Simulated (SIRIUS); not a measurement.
## RbCl under changes of volume

One of the cells (35.796 Å³/atom); the others are scaled copies at fixed shape and fractional positions:

```
CELL_PARAMETERS angstrom
0.00000 3.29568 3.29568
3.29568 0.00000 3.29568
3.29568 3.29568 0.00000
ATOMIC_POSITIONS crystal
Rb 0.00000 0.00000 0.00000
Cl 0.50000 0.50000 0.50000
```

```yaml
Program: SIRIUS 7.12.0
Functional: PBEsol
Potentials_or_basis: PseudoDojo 0.4.1 PBEsol standard (scalar relativistic)
Cutoff: 807 eV
Density_cutoff: 3227 eV
k_mesh: 7 × 7 × 7
Occupations: fermi-dirac, width 0.05 eV
Spin: no spin polarisation
```

| volume (Å³/atom) | energy over the lowest point (meV/atom) | pressure (GPa) | gap on the mesh (eV) |
| --- | --- | --- | --- |
| 32.989 | 6.28 | 1.1 | 5.08 |
| 33.690 | 2.22 | 0.7 | 5.01 |
| 34.392 | 0.00 | 0.3 | 4.95 |
| 35.796 | ? | ? | ? |
| 36.498 | 2.33 | -0.6 | 4.78 |
| 37.200 | 5.56 | -0.9 | 4.72 |

Question: What does the run at 35.796 Å³/atom give?

Answer: Energy over the lowest point 0.23 meV/atom; pressure -0.4 GPa; gap on the mesh 4.83 eV.

Worked out: A Birch-Murnaghan fit of order 3 (a polynomial in V^(-2/3)) to the other rows has its minimum at 35.02 Å³/atom with B0 = V·E''(V) = 16.5 GPa and B' = 5.1. It gives 0.23 meV/atom at 35.796 Å³/atom, against the run's 0.23, and -dE/dV = -0.3 GPa, against -0.4. A straight line through the other rows of the gap, of slope -2.95 eV per unit of ln V, gives 4.83 eV, against the run's 4.83.

Energies are extrapolated to zero smearing.

Caveats: an odd mesh through Γ misses points on the zone boundary, where band edges often lie. Spin-orbit coupling on Rb is left out.
